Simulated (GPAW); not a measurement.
# AlN (P6_3mc) in GPAW: settings compared, part 2 of 2

GPAW 26.7.0. The steps go on from the part before.

**5. Equation of state, PBE**

Input file run.py:

```python
from ase.eos import EquationOfState
from ase.io import Trajectory, read
from ase.units import GPa
from gpaw import GPAW, PW, setup_paths

setup_paths.insert(0, '.')

atoms = read('AlN.cif')

traj = Trajectory('eos.traj', 'w')
volumes, energies = [], []
for x in [0.94, 0.96, 0.98, 1.0, 1.02, 1.04, 1.06]:
    a = atoms.copy()
    a.set_cell(atoms.cell * x**(1 / 3), scale_atoms=True)
    calc = GPAW(mode=PW(1100),
                xc='PBE',
                kpts={'size': (7, 7, 4), 'gamma': True},
                occupations={'name': 'fermi-dirac', 'width': 0.05},
                setups='sg15',
                nbands=-10,
                convergence={'density': 1e-05, 'energy': 1e-05},
                maxiter=150,
                txt=f'eos-{x:.2f}.txt')
    a.calc = calc
    energies.append(a.get_potential_energy(force_consistent=True))
    volumes.append(a.get_volume())
    p = -a.get_stress()[:3].mean() / GPa
    calc.write(f'eos-{x:.2f}.gpw')
    traj.write(a)
    print(f'{x:.2f} {volumes[-1]:10.4f} A^3 {energies[-1]:14.6f} eV {p:9.3f} GPa', flush=True)

v0, e0, B = EquationOfState(volumes, energies, eos='birchmurnaghan').fit()
print(f'V0 = {v0:.4f} A^3, E0 = {e0:.6f} eV, B0 = {B / GPa:.2f} GPa')
```

Input file AlN.cif:

```cif
data_AlN
_cell_length_a 3.11300000
_cell_length_b 3.11300000
_cell_length_c 4.98100000
_cell_angle_alpha 90.00000000
_cell_angle_beta 90.00000000
_cell_angle_gamma 120.00000000
_space_group_name_H-M_alt 'P6_3mc'
_space_group_name_Hall 'P 6c -2c'
_space_group_IT_number 186
loop_
_space_group_symop_operation_xyz
'x,y,z'
'x-y,x,z+1/2'
'-y,x-y,z'
'-x,-y,z+1/2'
'-x+y,-x,z'
'y,-x+y,z+1/2'
'y,x,z+1/2'
'x,x-y,z'
'x-y,-y,z+1/2'
'-y,-x,z'
'-x,-x+y,z+1/2'
'-x+y,y,z'
loop_
_atom_site_label
_atom_site_type_symbol
_atom_site_symmetry_multiplicity
_atom_site_Wyckoff_symbol
_atom_site_fract_x
_atom_site_fract_y
_atom_site_fract_z
_atom_site_occupancy
Al1 Al 2 b 0.6666666667 0.3333333333 0.5000000000 1
N1 N 2 b 0.6666666667 0.3333333333 0.8800000000 1
```

Potentials or basis: SG15 ONCV 1.2, pw.

On the command line:

```
> OMP_NUM_THREADS=1 python run.py
```

It took 3.2 min on 1 thread of Intel Xeon Platinum 8488C (Sapphire Rapids), shared host; peak memory 0.33 GiB.

Results (log left out):

| Quantity | Value |
| --- | --- |
| Equilibrium volume | 10.62 Å³/atom |
| Bulk modulus at fixed shape and positions | 195 GPa |
| Pressure derivative of the bulk modulus | 3.8 |

Energy against volume, from the lowest point:
```tsv
volume (Å³/atom)	energy (meV/atom)
9.824	40.69
10.033	21.29
10.242	8.43
10.451	1.52
10.660	0.00
10.869	3.41
11.078	11.26
```

Caveat: the cell was scaled at fixed shape and fractional positions, which overstates the stiffness of a crystal with free parameters, most of all of layers and chains.

**6. Band structure, optB88-vdW**

Input file run.py:

```python
from ase import Atoms
from ase.dft.bandgap import bandgap
from ase.io import write
from gpaw import GPAW, PW

atoms = Atoms(['Al', 'Al', 'N', 'N'],
              cell=[[3.113, 0.0, 0.0],
                    [-1.5565, 2.695937082, 0.0],
                    [0.0, 0.0, 4.981]],
              scaled_positions=[[0.6666666667, 0.3333333333, 0.5],
                                [0.3333333333, 0.6666666667, 0.0],
                                [0.6666666667, 0.3333333333, 0.88],
                                [0.3333333333, 0.6666666667, 0.38]],
              pbc=True)

calc = GPAW(mode=PW(800),
            xc={'name': 'optB88-vdW', 'backend': 'libvdwxc'},
            kpts={'size': (7, 7, 4), 'gamma': True},
            occupations={'name': 'fermi-dirac', 'width': 0.05},
            nbands=18,
            convergence={'density': 1e-05, 'energy': 1e-05},
            maxiter=150,
            legacy_gpaw=True,
            txt='gpaw.txt')
atoms.calc = calc
energy = atoms.get_potential_energy()
forces = atoms.get_forces()
calc.write('gs.gpw')
write('result.traj', atoms)
print(f'Energy: {energy:.6f} eV')
print('Forces (eV/A):')
print(forces.round(4))
print('Fermi level:', round(calc.get_fermi_level(), 4), 'eV')
print(f'Gap: {bandgap(calc)[0]:.4f} eV, direct: {bandgap(calc, direct=True)[0]:.4f} eV')

path = atoms.cell.bandpath('GMKGALHA,LM,KH', npoints=100, eps=1e-4)
bs_calc = calc.fixed_density(kpts=path, symmetry='off', nbands=29,
                             convergence={'bands': 'CBM+6.0', 'eigenstates': 1e-6}, txt='bands.txt')
bs = bs_calc.band_structure()
bs.write('bs.json')
print(f'Gap on the path: {bandgap(bs_calc)[0]:.4f} eV')
```

Potentials or basis: GPAW PAW data sets (gpaw-data 1.2.1), pw.

On the command line:

```
> OMP_NUM_THREADS=1 python run.py
```

gpaw.txt:

```text
___ ___ ___ _ _ _
 |   |   |_  | | | |
 | | | | | . | | | |
 |__ |  _|___|_____|  26.7.0
 |___|_|

Input parameters:
  convergence: {density: 1e-05,
                energy: 1e-05}
  kpts: {gamma: True,
         size: (7, 7, 4)}
  maxiter: 150
  mode: {ecut: 800.0,
         name: pw}
  nbands: 18
  occupations: {name: fermi-dirac,
                width: 0.05}
  xc: {backend: libvdwxc,
       name: optB88-vdW}

System changes: positions, numbers, cell, pbc, initial_charges, initial_magmoms

Initialize ...

species:
  Al:
    name:    Aluminium
    Z:       13.0
    valence: 3
    core:    10
    charge:  0.0  # [|e|]
    compensation charges:
      type: gauss
      rc: 0.34  # [Å]
      lmax: 2
    cutoffs:
      filter: 1.91  # [Å]
      core: 2.36  # [Å]
    projectors
    | kind |    occ | energy [eV] | rcut [Å] |
    |------|--------|-------------|----------|
    |   3s |  2.000 |      -7.753 |    1.085 |
    |   3p |  1.000 |      -2.712 |    1.085 |
    |    s |        |      19.459 |    1.085 |
    |    p |        |      24.499 |    1.085 |
    |    d |        |       0.000 |    1.085 |

    Using partial waves for Al as LCAO basis

  N:
    name:    Nitrogen
    Z:       7.0
    valence: 5
    core:    2
    charge:  0.0  # [|e|]
    compensation charges:
      type: gauss
      rc: 0.18  # [Å]
      lmax: 2
    cutoffs:
      filter: 1.11  # [Å]
      core: 0.96  # [Å]
    projectors
[... 78 lines left out ...]
XC parameters: optB88 with libvdwxc
  Mode: serial
  Semilocal: GGA_X_OPTB88_VDW+LDA_C_PW with 2 nearest neighbor stencil
  Corresponding non-local functional: vdW-DF
  Local blocksize: 42 x 42 x 70
  PAW datasets: PBE

Number of atoms: 4
Number of atomic orbitals: 16
Number of bands in calculation: 18
Number of valence electrons: 16
Bands to converge: occupied

... initialized

Initializing position-dependent things.

Density initialized from atomic densities
Creating initial wave functions:
  16 bands from LCAO basis set
  2 bands from random numbers

           N

           Al
        N

        Al

Atomic positions and initial magnetic moments

Positions:
   0 Al     1.556500    0.898646    2.490500    ( 0.0000,  0.0000,  0.0000)
   1 Al    -0.000000    1.797291    0.000000    ( 0.0000,  0.0000,  0.0000)
   2 N      1.556500    0.898646    4.383280    ( 0.0000,  0.0000,  0.0000)
   3 N     -0.000000    1.797291    1.892780    ( 0.0000,  0.0000,  0.0000)

Unit cell:
           periodic     x           y           z      points  spacing
  1. axis:    yes    3.113000    0.000000    0.000000    21     0.1284
  2. axis:    yes   -1.556500    2.695937    0.000000    21     0.1284
  3. axis:    yes    0.000000    0.000000    4.981000    35     0.1423

  Lengths:   3.113000   3.113000   4.981000
  Angles:   90.000000  90.000000 120.000000

Effective grid spacing dv^(1/3) = 0.1394

iter:   1   -57.996424
iter:   2   -56.786364   -1.76  -0.54
iter:   3   -53.310435   -0.77  -0.59
iter:   4   -53.307861   -2.08  -1.15
iter:   5   -53.317106   -3.11  -1.40
iter:   6   -53.316648   -4.63  -2.61
iter:   7   -53.316712   -5.11  -2.90
iter:   8   -53.316700c  -6.27  -3.37
iter:   9   -53.316700c  -7.74c -4.14
iter:  10   -53.316700c  -8.87c -4.64
iter:  11   -53.316700c -10.57c -5.55c

Converged after 11 iterations.

Dipole moment: (0.000000, -0.000000, 1.525255) |e|*Ang

Energy contributions relative to reference atoms: (reference = -16170.289538)

Kinetic:        +40.143415
Potential:      -34.687763
External:        +0.000000
XC:             -58.937228
Entropy (-ST):   -0.000000
Local:           +0.164877
SIC:             +0.000000
--------------------------
Free energy:    -53.316700
Extrapolated:   -53.316700

Non-local optB88 correlation energy: 1.997019
Semilocal GGA_X_OPTB88_VDW+LDA_C_PW energy: -199.370771
(Not including atomic contributions)
Showing only first 2 kpts
 Kpt  Band  Eigenvalues  Occupancy
  0     6      5.84980    2.00000
  0     7      6.02664    2.00000
  0     8     10.47791    0.00000
  0     9     12.85696    0.00000

  1     6      5.75092    2.00000
  1     7      5.75097    2.00000
  1     8     11.39535    0.00000
  1     9     12.97592    0.00000

Fermi level: 7.12591

Gap: 4.451 eV
Transition (v -> c):
  (s=0, k=0, n=7, [0.00, 0.00, 0.00]) -> (s=0, k=0, n=8, [0.00, 0.00, 0.00])
No difference between direct/indirect transitions

Forces in eV/Ang:
  0 Al   -0.00000    0.00000   -0.12261
  1 Al    0.00000   -0.00000   -0.12262
  2 N     0.00000    0.00000    0.12273
  3 N     0.00000    0.00000    0.12201

Writing to gs.gpw (mode='')
```

stdout:

```text
Energy: -53.316700 eV
Forces (eV/A):
[[-0.      0.     -0.1226]
 [ 0.     -0.     -0.1226]
 [ 0.      0.      0.1227]
 [ 0.      0.      0.122 ]]
Fermi level: 7.1259 eV
Gap: 4.4513 eV, direct: 4.4513 eV
Gap on the path: 4.4513 eV
```

bands.txt:

```text
___ ___ ___ _ _ _
 |   |   |_  | | | |
 | | | | | . | | | |
 |__ |  _|___|_____|  26.7.0
 |___|_|

Input parameters:
  convergence: {bands: CBM+6.0,
                eigenstates: 1e-06}
  gpts: [21 21 35]
  kpts: {cell: Cell([[1.5565, -2.6959370819809574, 0.0], [1.5565, 2.6959370819809574, 0.0], [0.0, 0.0, 4.981]]),
         kpts: [[0.         0.         0.        ]
[... 213 lines left out ...]
  0     7      6.02664    2.00000
  0     8     10.47791    0.00000
  0     9     12.85696    0.00000

  1     6      5.84786    2.00000
  1     7      6.01995    2.00000
  1     8     10.57171    0.00000
  1     9     12.93940    0.00000

Fermi level: 7.12591

Gap: 4.451 eV
Transition (v -> c):
  (s=0, k=36, n=7, [0.00, 0.00, 0.00]) -> (s=0, k=0, n=8, [0.00, 0.00, 0.00])
Direct/indirect transitions are different
Direct gap: 4.451 eV
Transition at: (s=0, k=36, n=7, [0.00, 0.00, 0.00])
```

Wall time 65 s (1 thread of Intel Xeon Platinum 8375C at 2.90GHz (Ice Lake), shared host); peak memory 0.39 GiB.

What came out:

- Free energy: -53.3167 eV
- Largest force: 0.123 eV/Å
- Band gap on the k mesh: 4.45 eV, direct
- Band gap along the path: 4.45 eV, direct

Forces in eV/Å, atoms in the order of the input:
```
Al   0.000  0.000 -0.123
Al   0.000  0.000 -0.123
N    0.000  0.000  0.123
N    0.000  0.000  0.122
```

Levels at the corners of the path, in eV from the valence-band top:
```tsv
point	band 4	band 5	band 6	band 7	band 8	band 9	band 10	band 11	band 12
Γ	-0.82	-0.82	-0.18	-0.18	0.00	4.45	6.83	10.74	11.25
M	-4.08	-3.28	-2.04	-1.73	-0.65	5.97	5.99	8.36	10.43
K	-3.70	-3.70	-2.39	-2.33	-2.33	5.24	8.49	9.84	9.84
Γ	-0.82	-0.82	-0.18	-0.18	0.00	4.45	6.83	10.74	11.25
A	-3.25	-0.51	-0.51	-0.51	-0.51	6.64	6.64	10.48	10.48
L	-5.50	-1.42	-1.42	-1.33	-1.33	5.50	5.50	9.43	9.43
H	-4.75	-3.77	-3.77	-0.77	-0.77	7.57	7.57	8.03	8.03
A	-3.25	-0.51	-0.51	-0.51	-0.51	6.64	6.64	10.48	10.48
L	-5.50	-1.42	-1.42	-1.33	-1.33	5.50	5.50	9.43	9.43
M	-4.08	-3.28	-2.04	-1.73	-0.65	5.97	5.99	8.36	10.43
K	-3.70	-3.70	-2.39	-2.33	-2.33	5.24	8.49	9.84	9.84
H	-4.75	-3.77	-3.77	-0.77	-0.77	7.57	7.57	8.03	8.03
```

Caveat: the PAW data sets were made with another functional, which shifts forces and pressure a little.

**7. Summary**

```csv
task,level,potentials or basis,cutoff (eV),band path,band points,data set,older calculator (legacy_gpaw),gap on the mesh (eV),pressure (GPa),V0 of scaled cells (Å³/atom),B0 (GPa),largest force (eV/Å)
band structure,mBEEF,"GPAW PAW data sets (gpaw-data 1.2.1), pw",800,"GMKGALHA,LM,KH",60,-,-,5.04,-1.4,-,-,0.12
equation of state,LDA,"JTH PAW 2.0, LDA, pw",800,-,-,"Al jth, N jth",-,-,-,10.19,214,-
band structure,BP86,"PAW data sets generated in the run's folder for this functional, pw",800,"GMKGALHA,LM,KH",60,-,-,4.31,4.8,-,-,0.13
equation of state,PBE,"SG15 ONCV 1.2, pw",1100,-,-,-,-,-,-,10.62,195,-
band structure,optB88-vdW,"GPAW PAW data sets (gpaw-data 1.2.1), pw",800,"GMKGALHA,LM,KH",100,-,yes,4.45,-,-,-,0.12
```

Alike in all rows: no spin polarisation; cell as given; k mesh 7 × 7 × 4; smearing fermi-dirac 0.05 eV.

Caveats: the PAW data sets were made with another functional, which shifts forces and pressure a little (some runs); the cell was scaled at fixed shape and fractional positions, which overstates the stiffness of a crystal with free parameters, most of all of layers and chains (some runs); the program truncates these outside data sets (some runs).

Total energies depend on the potentials used, so only differences within one code and one set of settings carry meaning.

**8. Against experiment**

Step 2. A measured gap of AlN is 6.0343 eV (an exciton energy, a little under the gap; 0 K; quoted in “Structural and optical properties of self-assembled AlN nanowires grown on SiO2/Si substrates by molecular beam epitaxy”, 2024, arxiv:2402.00216); the calculated 5.04 eV misses it by -0.99 eV. 2 values of this kind are on record (6.034 to 6.0343 eV); this one was drawn at random. The value is that of mBEEF, without temperature or zero-point motion.

Step 4. Against the measured gap of AlN, 6.0343 eV (an exciton energy, a little under the gap; 0 K; quoted in “Structural and optical properties of self-assembled AlN nanowires grown on SiO2/Si substrates by molecular beam epitaxy”, 2024, arxiv:2402.00216), the calculated 4.31 eV is off by -1.72 eV. 2 values of this kind are on record (6.034 to 6.0343 eV); this one was drawn at random. The value is that of BP86, without temperature or zero-point motion.

Step 6. A measured gap of AlN is 6.0343 eV (an exciton energy, a little under the gap; 0 K; quoted in “Structural and optical properties of self-assembled AlN nanowires grown on SiO2/Si substrates by molecular beam epitaxy”, 2024, arxiv:2402.00216); the calculated 4.45 eV misses it by -1.58 eV. 2 values of this kind are on record (6.034 to 6.0343 eV); this one was drawn at random. The value is that of optB88-vdW, without temperature or zero-point motion.
